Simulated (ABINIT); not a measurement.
# LiCl (Fm-3m): G0W0 in ABINIT against the exchange cutoff

How does the gap of LiCl (Fm-3m) converge in the exchange cutoff?

Method: LDA and many-body steps on it, plane waves, in ABINIT 10.8.3.

Report form: the programs' logs are mostly left out.

The database entry behind the starting cell differs from later determinations by our own check (0.1 to 0.3 % short, probably kX units), so it need not match the best structure at ambient conditions.

### 1. The starting structure

Symmetry: Fm-3m, No. 225, cubic system. Conventional cell: a = 5.130 Å, b = 5.130 Å, c = 5.130 Å, α = 90.00°, β = 90.00°, γ = 90.00°. Nearest to Li lie 6 Cl at 2.56 Å. Nearest to Cl lie 6 Li at 2.56 Å. Farther neighbours and most contacts between anions are not listed.

The cell and positions come from the Crystallography Open Database and are kept as given unless a step says otherwise.

### 2. Screening, 4×4×4 mesh, 44 bands, screening to 130.6 eV

This step: ABINIT 10.8.3; RPA screening on LDA, plane waves, norm-conserving pseudopotentials.

The RPA dielectric matrix is built and inverted for each q.

Input file run.abi:

```
acell 3*1.0 Angstrom
rprim 
  0.000000000000 2.564770000000 2.564770000000
  2.564770000000 0.000000000000 2.564770000000
  2.564770000000 2.564770000000 -0.000000000000
ntypat 2
znucl 3 17
natom 2
typat 1 2
xred 
  0.000000000000 0.000000000000 0.000000000000
  0.500000000000 0.500000000000 0.500000000000
pp_dirpath "pseudos"
pseudos "Li.upf, Cl.upf"
ecut 33
ngkpt 4 4 4
nshiftk 1
shiftk 0 0 0
kptopt 1
chksymbreak 0
istwfk *1
occopt 1
irdwfk 1
optdriver 3
nband 44
ecuteps 4.8
inclvkb 2
awtr 1
symchi 1
indata_prefix "in"
outdata_prefix "out"
tmpdata_prefix "tmp"
```

The run is started by

```
> OMP_NUM_THREADS=1 mpirun -n 4 abinit run.abi > log
```

Run time: 3.7 s. Hardware: 4 MPI ranks of Arm Neoverse V2, shared host; peak memory 0.4 GiB; 14 s of CPU time.

Numbers from this step:

```yaml
eps_infinity_with_local_fields_on_this_mesh_along_the_program_s_q_direction: 3.003
the_same_without_local_fields: 3.517
plasma_frequency: 20.21 eV
plane_waves_in_the_screening_matrix: 113
```

Local fields lower ε∞ by 15 %. On a Γ-centred mesh this coarse the value itself is usually too large, while a short band sum pulls it down.

### 3. 3.3 Ha

This step: G0W0 on LDA, plane waves, norm-conserving pseudopotentials.

run.abi, as its differences from that of step 2:

```diff
@@ -23,8 +23,15 @@
 irdwfk 1
-optdriver 3
+optdriver 4
 nband 44
+gwcalctyp 0
+ecutsigx 3.3
+symsigma 1
+nkptgw 1
+kptgw 
+  0.0000000000 0.0000000000 0.0000000000
+bdgw 
+  3 9
 ecuteps 4.8
-inclvkb 2
-awtr 1
-symchi 1
+irdscr 1
+ppmodel 1
 indata_prefix "in"
```

Wall time 1.8 s (4 MPI ranks); peak memory 0.1 GiB.

Numbers from this step:

- G0W0 gap on the points computed: 8.733 eV
- starting gap on the mesh: 5.989 eV
- k of the valence top: 0, 0, 0
- k of the conduction bottom: 0, 0, 0
- Z at the valence top: 0.807
- Z at the conduction bottom: 0.845
- least direct G0W0 gap on the computed points: 8.733 eV

### 4. 6.6 Ha

run.abi, as its differences from that of step 3:

```diff
@@ -26,3 +26,3 @@
 gwcalctyp 0
-ecutsigx 3.3
+ecutsigx 6.6
 symsigma 1
```

It took 2 s on 4 MPI ranks; peak memory 0.1 GiB; 7.6 s of CPU time.

This step gave:

| Item | Value |
| --- | --- |
| G0W0 gap on the points computed | 8.915 eV |
| starting gap on the mesh | 5.989 eV |
| k of the valence top | 0, 0, 0 |
| k of the conduction bottom | 0, 0, 0 |
| Z at the valence top | 0.802 |
| Z at the conduction bottom | 0.843 |
| least direct G0W0 gap on the computed points | 8.915 eV |

### 5. 13.2 Ha

The self-energy is evaluated for the states that the input lists, and the levels follow from it, in one-shot runs by the linearised quasiparticle equation.

run.abi, as its differences from that of step 4:

```diff
@@ -26,3 +26,3 @@
 gwcalctyp 0
-ecutsigx 6.6
+ecutsigx 13.2
 symsigma 1
```

Run time: 2 s. Hardware: 4 MPI ranks; peak memory 0.1 GiB; 7.7 s of CPU time.

This step gave:

```
G0W0 gap on the points computed              : 8.849 eV
starting gap on the mesh                     : 5.989 eV
k of the valence top                         : 0, 0, 0
k of the conduction bottom                   : 0, 0, 0
least direct G0W0 gap on the computed points : 8.849 eV
```

The gap on the mesh goes from 5.99 eV to 8.85 eV, a correction of +2.86 eV.

### 6. 23.1 Ha

run.abi, as its differences from that of step 5:

```diff
@@ -26,3 +26,3 @@
 gwcalctyp 0
-ecutsigx 13.2
+ecutsigx 23.1
 symsigma 1
```

Elapsed: 2 s, on 4 MPI ranks; peak memory 0.12 GiB; 7.8 s of CPU time.

This step gave:

| Item | Value |
| --- | --- |
| G0W0 gap on the points computed | 8.827 eV |
| starting gap on the mesh | 5.989 eV |
| k of the valence top | 0, 0, 0 |
| k of the conduction bottom | 0, 0, 0 |
| least direct G0W0 gap on the computed points | 8.827 eV |

Against the run before, the gap moves by −0.022 eV.

### 7. 33 Ha

run.abi, as its differences from that of step 6:

```diff
@@ -26,3 +26,3 @@
 gwcalctyp 0
-ecutsigx 23.1
+ecutsigx 33
 symsigma 1
```

It took 2 s on 4 MPI ranks; peak memory 0.12 GiB.

This step gave:

```yaml
g0w0_gap_on_the_points_computed: 8.824 eV
starting_gap_on_the_mesh: 5.989 eV
k_of_the_valence_top: 0, 0, 0
k_of_the_conduction_bottom: 0, 0, 0
least_direct_g0w0_gap_on_the_computed_points: 8.824 eV
```

Against the run before, the gap moves by −0.003 eV.

### 8. Side by side

Times are wall times on 4 MPI ranks of Arm Neoverse V2, shared host, good to a factor of about two. A run's time includes the screening step that it read.

```csv
run,mesh,bands,screening cutoff (eV),DFT gap (eV),gap on the mesh (eV),direct (eV),ε∞ used,time
3.3 Ha,4×4×4,44,130.6,5.989,8.733,8.733,3.00,5.4 s
6.6 Ha,4×4×4,44,130.6,5.989,8.915,8.915,3.00,5.7 s
13.2 Ha,4×4×4,44,130.6,5.989,8.849,8.849,3.00,5.7 s
23.1 Ha,4×4×4,44,130.6,5.989,8.827,8.827,3.00,5.7 s
33 Ha,4×4×4,44,130.6,5.989,8.824,8.824,3.00,5.7 s
```

### 9. What came out

```yaml
3p3_ha: 8.733 eV
6p6_ha: 8.915 eV
13p2_ha: 8.849 eV
23p1_ha: 8.827 eV
33_ha: 8.824 eV
known_limits: not at the basis limit; coarse k mesh
```

The setting moved: exchange cutoff. From 3.3 Ha to 33 Ha the gap moves by +0.09 eV, not steadily: it passes through 8.91 eV. It holds to 0.03 eV from 13.2 Ha on. Bands and screening cutoff are coupled, so a series along one setting does not show full convergence. Below the screening cutoff the correlation part is cut too. Bands and cutoff are finite, so the gap is not at the basis limit. The miss can reach some tenths of an eV and take either sign; the mesh is an error of its own. In the G0W0 runs levels were corrected at 1 k point alone, so a gap called «on the mesh» is the least over those, and an edge elsewhere would be missed. The 4×4×4 mesh is coarse for this cell, which bears on the long-range parts of exchange and screening.

[Paths, hosts, dates, memory and timing lines, banners, echoed tables and standing remarks are left out of the program output.]

[Logs are printed without paths, hosts, clocks, repeated set-up lines and the standing remarks that a program may print on its own settings, such as how far it seeks lower states.]

[Runs of the session that timed out or met a known fault of the program may be left out.]

[Hosts, paths, dates, database ids (printed as entryN), source tags and the programs' standing remarks are cut or masked in the printed files.]

[G0W0 gaps are taken among the corrected bands and points alone; a level outside them can change the order at an edge.]

[Where Ansatz stands beside ABINIT at settings called matched, ABINIT's density can come from a denser mesh and the files from another edition; pairs whose starting gaps differed by over 0.03 eV were left out, so agreement reads better than it is.]
